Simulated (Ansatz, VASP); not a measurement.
**Two plane-wave programs on C**

File INCAR:

```
PREC = Accurate
ENCUT = 520
EDIFF = 1E-7
ISMEAR = 0
SIGMA = 0.05
LREAL = False
LASPH = True
NELM = 100
ALGO = Normal
ISIF = 2
LWAVE = False
LCHARG = False
GGA = PE
IVDW = 12
NBANDS = 11
```

The input KPOINTS:

```
Automatic mesh
0
Gamma
  15 15 15
```

Contents of POSCAR:

```
C
1.0
    1.2633109298      0.7293729054      3.4454225316
   -1.2633109298      0.7293729054      3.4454225316
    0.0000000000     -1.4587458108      3.4454225316
C
2
Direct
    0.1571748731      0.1571748731      0.1571748731
    0.8428251269      0.8428251269      0.8428251269
```

Input for Ansatz:

```yaml
crystal:
  lattice:
    - [1.2633109298, 0.7293729054, 3.4454225316]
    - [-1.2633109298, 0.7293729054, 3.4454225316]
    - [0.0, -1.4587458108, 3.4454225316]
  atoms:
    - { symbol: C, position: [0.1571748731, 0.1571748731, 0.1571748731] }
    - { symbol: C, position: [0.8428251269, 0.8428251269, 0.8428251269] }
basis:
  ecutwfc: 520.0
kpoints:
  mp_grid: { grid: [15, 15, 15] }
hamiltonian:
  xc: pbe
  dispersion: d3bj
scf:
  occupations: { method: gaussian, width: 0.05 }
output:
  forces: true
  stress: true
  eigenvalues: true
```

Change from the starting cell: mode 4 frozen in at -0.095 Å, equal normal strain along x, y and z +0.0250.

Alike in both runs: task single point; functional PBE; dispersion D3(BJ); k mesh 15 × 15 × 15; occupations gaussian, width 0.05 eV; no spin polarisation.

```csv
,VASP,Ansatz
version,VASP 6.6.1,Ansatz 0.2.0
potentials or method,"VASP PAW PBE potentials, release 64 (C)","scalar-relativistic, plane waves, PAW"
plane-wave cutoff (eV),520,520
valence electrons in the cell,8,8
```

```tsv
	VASP	Ansatz	Ansatz less VASP
gap on the k mesh at the Fermi level (eV)	0.88	0.88	0.000
least direct gap on the mesh (eV)	0.90	0.90	0.000
pressure (GPa)	-19.7	-20.1	-0.36
largest component of the traceless stress (GPa)	13.13	13.55	+0.413
rms of the force components (eV/Å)	1.848	1.855	+0.0067
```

Atom by atom the forces differ by 0.007 eV/Å (rms over components).

Caveats: so large a pressure means that the cell lies far from this level's equilibrium, or that cutoff or potentials fall short (VASP); an odd mesh through Γ misses points on the zone boundary, where band edges often lie; forces of over 1 eV/Å show positions far from the minimum, so gaps and moduli don't describe the material at rest.
